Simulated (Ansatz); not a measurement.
The parent structure is GeTe (space group R3m, No. 160; layered).

```xyz
2
Lattice="2.0935 1.2087 3.6868 -2.0935 1.2087 3.6868 0.0000 -2.4174 3.6868" Properties=species:S:1:pos:R:3 pbc="T T T"
Ge     0.0000     0.0000     2.5643
Te     0.0000     0.0000     8.4961
```

Cartesian axes are those of the cell as printed.

Computed with plane-wave PAW DFT at the r2SCAN level (Ansatz, a program for electronic structure, 500 eV), without spin-orbit coupling.

Before the change:

Shortest interatomic distance: 2.815 Å
Pressure: 0.00 GPa

It is then changed as follows: the symmetric strain tensor [-0.0194 0.0132 0.0002; 0.0132 -0.0055 -0.0175; 0.0002 -0.0175 0.0084]; the atoms relax in the strained cell.

Question: What does the calculation give for the shortest interatomic distance, pressure and largest internal atomic displacement after the change?

Answer: The shortest interatomic distance shrinks by 0.041 Å to 2.774 Å; the pressure (mean of the normal stresses, compression positive) goes from zero to 1.07 GPa; the largest internal atomic displacement amounts to 0.033 Å.

No phonon test of stability was made. No dispersion term is included, though the crystal is made of layers, chains or molecules, so its spacings can come out too wide.
